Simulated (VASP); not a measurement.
## AlAu: equation of state with PBEsol

Crystal: AlAu.

```
Au Al
1.0
     3.17461    0.00000    0.00000
     0.00000    3.17461    0.00000
     0.00000    0.00000    3.17461
Au Al
1 1
Direct
  0.50000 0.50000 0.50000
  0.00000 0.00000 0.00000
```

The cell comes from a database or a generator and needn't be the stable form of this composition.

| Quantity | Value |
| --- | --- |
| Program | VASP 6.6.1 |
| Task | equation of state |
| Functional | PBEsol |
| Potentials or basis | VASP PAW PBE potentials, release 64 (Au, Al) |
| Cutoff | 520 eV |
| k mesh | 8 × 8 × 8 |
| Occupations | fermi-dirac, width 0.05 eV |
| Spin | no spin polarisation |

```json
{"Equilibrium volume": "16.00 Å³/atom", "Bulk modulus": "128 GPa", "Pressure derivative of the bulk modulus": "5.1 (rough: it moves with the points fitted)"}
```

Energy against volume, from the lowest point:
| volume (Å³/atom) | energy (meV/atom) |
| --- | --- |
| 15.357 | 11.12 |
| 15.677 | 2.66 |
| 15.997 | 0.00 |
| 16.317 | 2.48 |
| 16.637 | 9.50 |

All runs of the series together: 36 s on 1 thread of Intel(R) Xeon(R) Platinum 8488C (Sapphire Rapids), on a shared host.

Caveat: the PAW data sets were made with another functional, which shifts forces and pressure a little. The run has no spin-orbit coupling, so splittings on Au are missing.
